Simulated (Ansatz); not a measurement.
Given:

Starting cell, NaBr (rock salt):

```
NaBr
1.0
    0.00000     5.94759     5.94759
    2.97379     2.97379     5.94759
    2.97379     2.97379     0.00000
Br Na
2 2
Cartesian
  0.00000   0.00000   0.00000
  2.97379   5.94759   8.92138
  2.97379   8.92138   8.92138
  2.97379   5.94759   5.94759
```

A phonon eigenvector at X = (0.5, 0.5, 0.0) is frozen into this cell: atom i moves by Q times the vector below, so Q is the largest atomic displacement, in Å. The cell is held. It is one choice among 2 degenerate patterns. (q is in reciprocal vectors of the primitive cell; the cell shown is doubled to hold the pattern.)

```csv
atom,x,y,z
Br1,0.000,-1.000,0.000
Br2,0.000,1.000,0.000
Na3,0.000,0.986,0.000
Na4,0.000,-0.986,0.000
```

These are r2SCAN (plane waves to 500 eV, PAW, scalar-relativistic; Ansatz, a quantum-chemistry and plane-wave program) values and carry that method's errors. k mesh 10×10×10 (Γ-centred), Fermi-Dirac smearing 0.05 eV. E stands for the smeared free energy. NaBr was relaxed with its symmetry unable to fall. The zero of ΔE is the undisplaced structure.

The scan covers Q from -0.180 to 0.180 Å in 13 points.

### Question
Which space group does the distorted structure have?

### Answer
Cmcm (No. 63), lowered from Fm-3m.

### Question
What is the energy change at Q = 0.180 Å?

### Answer
42.8 meV/cell.

### Question
What harmonic wavenumber does the curvature at Q = 0 give?

### Answer
58 cm⁻¹.

(For displaced atoms, the force is minus the slope of the energy, and its curvature is a force constant, which sets phonon frequencies.)
